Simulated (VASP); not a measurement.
# Te2Mo in VASP: relaxation of cell and atoms with r2SCAN

Aim: the relaxation of cell and atoms of Te2Mo with r2SCAN.

Program: VASP 6.6.1. These are calculated values, not measurements. Logs are shortened: lines on timing, memory, paths and dates and some standing lists are left out, and cuts for length are marked.

**1. Starting point**

The cell holds a sheet with vacuum, 3 atoms: a = 3.520 Å, b = 3.520 Å, c = 19.620 Å, α = 90.00°, β = 90.00°, γ = 120.00°.

The cell was built by a generator and needn't be a form met in nature.

**2. Relaxation of cell and atoms, r2SCAN**

Contents of INCAR:

```
SYSTEM = Te2Mo
ALGO = Normal ; EDIFF = 1E-6
EDIFFG = -0.005 ; ENCUT = 600
IBRION = 2 ; ISIF = 3
ISMEAR = 0 ; KPAR = 2
LASPH = .TRUE. ; LATTICE_CONSTRAINTS = .TRUE. .TRUE. .FALSE.
LCHARG = .FALSE. ; LMIXTAU = .TRUE.
LREAL = .FALSE. ; LWAVE = .FALSE.
METAGGA = R2SCAN ; NELM = 120
NSW = 40 ; PREC = Accurate
SIGMA = 0.03
```

Contents of KPOINTS:

```
k-points
0
G
  12 12 1
  0 0 0
```

Contents of POSCAR:

```
Te2Mo
1.0
    3.5200000000      0.0000000000      0.0000000000
   -1.7600000000      3.0484094200      0.0000000000
    0.0000000000      0.0000000000     19.6200000000
Te Mo
2 1
Direct
    0.6666670000      0.3333330000      0.4077472000
    0.6666670000      0.3333330000      0.5922528000
    0.3333330000      0.6666670000      0.5000000000
```

Potentials or basis: VASP PAW PBE potentials, release 64 (Te, Mo_sv).

Command:

```sh
cat potpaw_PBE.64/Te/POTCAR potpaw_PBE.64/Mo_sv/POTCAR > POTCAR
mpirun -np 2 vasp_std > vasp.out
```

OUTCAR:

```text
SYSTEM = Te2Mo
   EDIFF = 1E-6
   EDIFFG = -0.005
   ENCUT = 600
   IBRION = 2
   ISIF = 3
   ISMEAR = 0
   LASPH = .TRUE.
   LREAL = .FALSE.
   METAGGA = R2SCAN
   NELM = 120
   NSW = 40
   PREC = Accurate

 ion  position               nearest neighbor table
   1  0.667  0.333  0.408-   3 2.72   3 2.72   3 2.72   2 3.62
   2  0.667  0.333  0.592-   3 2.72   3 2.72   3 2.72   1 3.62
   3  0.333  0.667  0.500-   1 2.72   2 2.72   1 2.72   2 2.72   1 2.72   2 2.72

  LATTYP: Found a hexagonal cell.
 ALAT       =     3.5200000000
 C/A-ratio  =     5.5738636364

  Lattice vectors:

 A1 = (   3.5200000000,   0.0000000000,   0.0000000000)
 A2 = (  -1.7600000000,   3.0484094200,   0.0000000000)
 A3 = (   0.0000000000,   0.0000000000,  19.6200000000)

Analysis of symmetry for initial positions (statically):
=====================================================================
 Subroutine PRICEL returns:
 Original cell was already a primitive cell.

 Routine SETGRP: Setting up the symmetry group for a
 hexagonal supercell.

 Subroutine GETGRP returns: Found 12 space group operations
 (whereof 12 operations were pure point group operations)
 out of a pool of 24 trial point group operations.

The static configuration has the point symmetry D_3h.

Analysis of symmetry for dynamics (positions and initial velocities):
=====================================================================
 Subroutine PRICEL returns:
 Original cell was already a primitive cell.

 Routine SETGRP: Setting up the symmetry group for a
 hexagonal supercell.

 Subroutine GETGRP returns: Found 12 space group operations
 (whereof 12 operations were pure point group operations)
 out of a pool of 24 trial point group operations.

The dynamic configuration has the point symmetry D_3h.

 Subroutine INISYM returns: Found 12 space group operations
 (whereof 12 operations are pure point group operations),
 and found     1 'primitive' translations

----------------------------------------------------------------------------------------

                                     Primitive cell

  volume of cell :     210.5305

  direct lattice vectors                    reciprocal lattice vectors
     3.520000000  0.000000000  0.000000000     0.284090909  0.164019963  0.000000000
    -1.760000000  3.048409420  0.000000000     0.000000000  0.328039926  0.000000000
     0.000000000  0.000000000 19.620000000     0.000000000  0.000000000  0.050968400

  length of vectors
     3.520000000  3.519999999 19.620000000     0.328039926  0.328039926  0.050968400

  position of ions in fractional coordinates (direct lattice)
     0.666667000  0.333333000  0.407747200
     0.666667000  0.333333000  0.592252800
     0.333333000  0.666667000  0.500000000

  ion indices of the primitive-cell ions
   primitive index   ion index
                 1           1
                 2           2
                 3           3

----------------------------------------------------------------------------------------

 KPOINTS: k-points

Automatic generation of k-mesh.
 Grid dimensions read from file:
 generate k-points for:   12   12    1

 Generating k-lattice:

  Cartesian coordinates                     Fractional coordinates (reciprocal lattice)
     0.023674242  0.013668330  0.000000000     0.083333333  0.000000000  0.000000000
     0.000000000  0.027336660  0.000000000     0.000000000  0.083333333  0.000000000
     0.000000000  0.000000000  0.050968400     0.000000000  0.000000000  1.000000000

  Length of vectors
     0.027336660  0.027336660  0.050968400

  Shift w.r.t. Gamma in fractional coordinates (k-lattice)
     0.000000000  0.000000000  0.000000000

 Subroutine IBZKPT returns following result:
 ===========================================

 Found     19 irreducible k-points:

 Following reciprocal coordinates:
            Coordinates               Weight
  0.000000  0.000000  0.000000      1.000000
  0.083333 -0.000000  0.000000      6.000000
  0.166667 -0.000000  0.000000      6.000000
  0.250000 -0.000000  0.000000      6.000000
  0.333333 -0.000000  0.000000      6.000000
  0.416667 -0.000000  0.000000      6.000000
[... 11 lines left out ...]
  0.333333  0.250000  0.000000     12.000000
  0.333333  0.333333  0.000000      2.000000
   k-points           NKPTS =     19   k-points in BZ     NKDIM =     19   number of bands    NBANDS=     17
   number of dos      NEDOS =    301   number of ions     NIONS =      3
   total plane-waves  NPLWV = 125440
   dimension x,y,z NGX =    28 NGY =   28 NGZ =  160
   dimension x,y,z NGXF=    56 NGYF=   56 NGZF=  320
   ions per type =               2   1
   NGX,Y,Z   is equivalent  to a cutoff of  13.22, 13.22, 13.56 a.u.
   NGXF,Y,Z  is equivalent  to a cutoff of  26.45, 26.45, 27.11 a.u.
 SYSTEM =  Te2Mo
   PREC   = accura    normal or accurate (medium, high low for compatibility)
   ISTART =      0    job   : 0-new  1-cont  2-samecut
   ICHARG =      2    charge: 1-file 2-atom 10-const
   ISPIN  =      1    spin polarized calculation?
   LNONCOLLINEAR =      F non collinear calculations
   LSORBIT =      F    spin-orbit coupling
   LASPH  =      T    aspherical Exc in radial PAW
   ENCUT  =  600.0 eV  44.10 Ry    6.64 a.u.   7.03  7.03 39.19*2*pi/ulx,y,z
   NELM   =    120;   NELMIN=  2; NELMDL= -5     # of ELM steps
   EDIFF  = 0.1E-05   stopping-criterion for ELM
   LREAL  =      F    real-space projection
   EDIFFG = -.5E-02   stopping-criterion for IOM
   NSW    =     40    number of steps for IOM
   IBRION =      2    ionic relax: 0-MD 1-quasi-New 2-CG
   NFREE  =      1    steps in history (QN), initial steepest desc. (CG)
   ISIF   =      3    stress and relaxation
   ISYM   =      2    0-nonsym 1-usesym 2-fastsym
   POTIM  = 0.5000    time-step for ionic-motion
   TEBEG  =    0.0;   TEEND  =   0.0 temperature during run
   PSTRESS=    0.0 pullay stress
   NELECT =      26.0000    total number of electrons
   NUPDOWN=      -1.0000    fix difference up-down
   EMIN   =  10.00;   EMAX   =-10.00  energy-range for DOS
   EFERMI =   0.00;   METHOD = LEGACY
   ISMEAR =     0;   SIGMA  =   0.03  broadening in eV -4-tet -1-fermi 0-gaus
   EFERMI_NEDOS =   21; number of points for ismear=-14 and -15
   IALGO  =     38    algorithm
   IMIX   =      4    mixing-type and parameters
     AMIX     =   0.40;   BMIX     =  1.00
     AMIX_MAG =   1.60;   BMIX_MAG =  1.00
  volume/ion in A,a.u.               =      70.18       473.58
  Fermi-wavevector in a.u.,A,eV,Ry     =   0.815257  1.540611  9.043020  0.664643
  Thomas-Fermi vector in A             =   1.925312
   LORBIT       =      0    0 simple, 1 ext, 2 COOP (PROOUT), +10 PAW based schemes
   METAGGA = R2SCAN    functional components
   LHFCALC =     F    Hartree Fock is set to
   AEXX    =    0.0000 exact exchange contribution
   IVDW    =     0    specifies the selected vdW correction
   LEPSILON=     F    determine dielectric tensor
   LRPA    =     F    only Hartree local field effects (RPA)
 conjugate gradient relaxation of ions
 non-spin polarized calculation
 Gauss-broadening in eV      SIGMA  =   0.03
  energy-cutoff  :      600.00
  volume of cell :      210.53
 maximum number of plane-waves:      7051
   NGX = 15   NGY = 15   NGZ = 79

--------------------------------------- Ionic step        1  -------------------------------------------

 number of electron      26.0000000 magnetization

 Free energy of the ion-electron system (eV)
  ---------------------------------------------------
  ext. energy  EPLUGINS =         0.00000000
  ---------------------------------------------------
  free energy    TOTEN  =       -77.75947328 eV

  energy without entropy =      -77.75947328  energy(sigma->0) =      -77.75947328

------------------------ aborting loop because EDIFF is reached ----------------------------------------

  FORCE on cell =-STRESS in cart. coord.  units (eV):
  Direction    XX          YY          ZZ          XY          YZ          ZX
  --------------------------------------------------------------------------------------
  -------------------------------------------------------------------------------------
  Total        0.8131256      0.8131256     -0.2224202      0.0000000      0.0000000      0.0000000
  in kB        6.1880419      6.1880419     -1.6926607      0.0000000      0.0000000      0.0000000
  external PRESSURE =       3.5611410 kB  Pullay stress =       0.0000000 kB

 VOLUME and BASIS-vectors are now :
 -----------------------------------------------------------------------------
  energy-cutoff  :      600.00
  volume of cell :      210.53
      direct lattice vectors                 reciprocal lattice vectors
     3.520000000  0.000000000  0.000000000     0.284090909  0.164019963  0.000000000
    -1.760000000  3.048409420  0.000000000     0.000000000  0.328039926  0.000000000
     0.000000000  0.000000000 19.620000000     0.000000000  0.000000000  0.050968400

 POSITION                                       TOTAL-FORCE (eV/Angst)
 -----------------------------------------------------------------------------------
      1.76000      1.01614      8.00000        -0.000000      0.000000      0.057665
      1.76000      1.01614     11.62000        -0.000000      0.000000     -0.057665
     -0.00000      2.03227      9.81000         0.000000     -0.000000      0.000000
 -----------------------------------------------------------------------------------
    total drift:                                0.002583     -0.001491      0.000000

  FREE ENERGIE OF THE ION-ELECTRON SYSTEM (eV)
  ---------------------------------------------------
  free  energy   TOTEN  =       -77.7594732802 eV
[... 91 lines left out ...]
 VOLUME and BASIS-vectors are now :
 -----------------------------------------------------------------------------
  energy-cutoff  :      600.00
  volume of cell :      214.94
      direct lattice vectors                 reciprocal lattice vectors
     3.556688113  0.000000000  0.000000000     0.281160441  0.162328057  0.000000000
    -1.778344057  3.080182258  0.000000000    -0.000000000  0.324656113  0.000000000
     0.000000000  0.000000000 19.620000000     0.000000000  0.000000000  0.050968400

 POSITION                                       TOTAL-FORCE (eV/Angst)
 -----------------------------------------------------------------------------------
      1.77835      1.02673      8.01102         0.000000     -0.000000      0.091025
      1.77835      1.02673     11.60898         0.000000     -0.000000     -0.091025
     -0.00000      2.05346      9.81000        -0.000000      0.000000      0.000000
 -----------------------------------------------------------------------------------
    total drift:                                0.002620     -0.001513      0.000000

  FREE ENERGIE OF THE ION-ELECTRON SYSTEM (eV)
  ---------------------------------------------------
  free  energy   TOTEN  =       -77.7692332526 eV

  energy  without entropy=      -77.7692332526  energy(sigma->0) =      -77.76923325

--------------------------------------- Ionic step        5  -------------------------------------------

 number of electron      26.0000000 magnetization

 Free energy of the ion-electron system (eV)
  ---------------------------------------------------
  ext. energy  EPLUGINS =         0.00000000
  ---------------------------------------------------
  free energy    TOTEN  =       -77.77005952 eV

  energy without entropy =      -77.77005952  energy(sigma->0) =      -77.77005952

 E-fermi :  -0.2682     XC(G=0):  -4.2757

 val. band max:       -0.5581800928   @ k =   0.3333   0.3333   0.0000
 cond. band min:       0.5660531304   @ k =   0.3333   0.3333   0.0000
 fundamental gap:      1.1242332232
 Fermi energy:        -0.2681885301

 k-point     1 :       0.0000    0.0000    0.0000
  band No.  band energies     occupation
      1     -63.1984      2.00000
      2     -36.6178      2.00000
      3     -36.5283      2.00000
      4     -36.5283      2.00000
      5     -13.6601      2.00000
      6     -12.6028      2.00000
[... 9 lines left out ...]
     16       2.9202      0.00000
     17       2.9203      0.00000

 k-point     2 :       0.0833   -0.0000    0.0000
  band No.  band energies     occupation
      1     -63.1977      2.00000
      2     -36.6159      2.00000
      3     -36.5368      2.00000
      4     -36.5303      2.00000
      5     -13.5616      2.00000
      6     -12.5358      2.00000
[... 9 lines left out ...]
     16       2.6999      0.00000
     17       2.7078      0.00000
[... 351 lines left out ...]
 VOLUME and BASIS-vectors are now :
 -----------------------------------------------------------------------------
  energy-cutoff  :      600.00
  volume of cell :      215.51
      direct lattice vectors                 reciprocal lattice vectors
     3.561367517  0.000000000  0.000000000     0.280791015  0.162114768  0.000000000
    -1.780683758  3.084234740  0.000000000    -0.000000000  0.324229536  0.000000000
     0.000000000  0.000000000 19.620000000     0.000000000  0.000000000  0.050968400

 POSITION                                       TOTAL-FORCE (eV/Angst)
 -----------------------------------------------------------------------------------
      1.78069      1.02808      8.01940         0.000000      0.000000     -0.003258
      1.78069      1.02808     11.60060         0.000000      0.000000      0.003258
     -0.00000      2.05616      9.81000        -0.000000      0.000000      0.000000
 -----------------------------------------------------------------------------------
    total drift:                                0.002627     -0.001517      0.000000

  FREE ENERGIE OF THE ION-ELECTRON SYSTEM (eV)
  ---------------------------------------------------
  free  energy   TOTEN  =       -77.7700595237 eV

  energy  without entropy=      -77.7700595237  energy(sigma->0) =      -77.77005952

 reached required accuracy - stopping structural energy minimisation
```

Run time: 32 min. Hardware: 2 MPI ranks of Intel Xeon Platinum 8259CL at 2.50GHz (Skylake/Cascade Lake), shared host; peak memory 0.48 GiB.

What came out:

```
Free energy                            : -77.7701 eV
Relaxed volume                         : 71.84 Å³/atom
Relaxed cell                           : a = 3.561 Å, b = 3.561 Å, c = 19.620 Å, α = 90.00°, β = 90.00°, γ = 120.00°
Space group after relaxing (to 0.05 Å) : P-6m2 (No. 187)
Energy gained by relaxing              : 3.5 meV/atom
Ionic steps                            : 5
Largest force after relaxing           : 0.003 eV/Å
Band gap on the k mesh                 : 1.12 eV, direct
```

Forces on the atoms (eV/Å):
```
Te   0.000  0.000 -0.003
Te   0.000  0.000  0.003
Mo   0.000  0.000  0.000
```

The path:
```
step  energy change (eV)  largest force (eV/Å)  pressure (GPa)  volume (Å³)
   1              0.0000                0.0577            0.36       210.53
   2             -0.0058                0.2506           -0.43       216.07
   3             -0.0073                0.1921           -0.20       214.33
   4             -0.0098                0.0910           -0.09       214.94
   5             -0.0106                0.0033            0.00       215.51
```

Final structure:
```
CELL_PARAMETERS angstrom
3.56137 0.00000 0.00000
-1.78068 3.08423 0.00000
0.00000 0.00000 19.62000
ATOMIC_POSITIONS crystal
Te 0.66667 0.33333 0.40874
Te 0.66667 0.33333 0.59126
Mo 0.33333 0.66667 0.50000
```

Levels at points of the mesh, in eV from the valence-band top:
```
           k point  band 10  band 11  band 12  band 13  band 14  band 15  band 16  band 17
(0.00, 0.00, 0.00)    -1.76    -1.01    -1.01    -0.41     3.17     3.17     3.48     3.48
(0.50, 0.00, 0.00)    -2.48    -1.70    -0.75    -0.47     1.46     1.85     3.55     3.86
```

Caveat: the PAW data sets were made with another functional, which shifts forces and pressure a little; spin-orbit coupling is left out, which moves the levels of the heavy elements. r2SCAN opens gaps a little over a GGA but as a rule still falls short of measured ones.
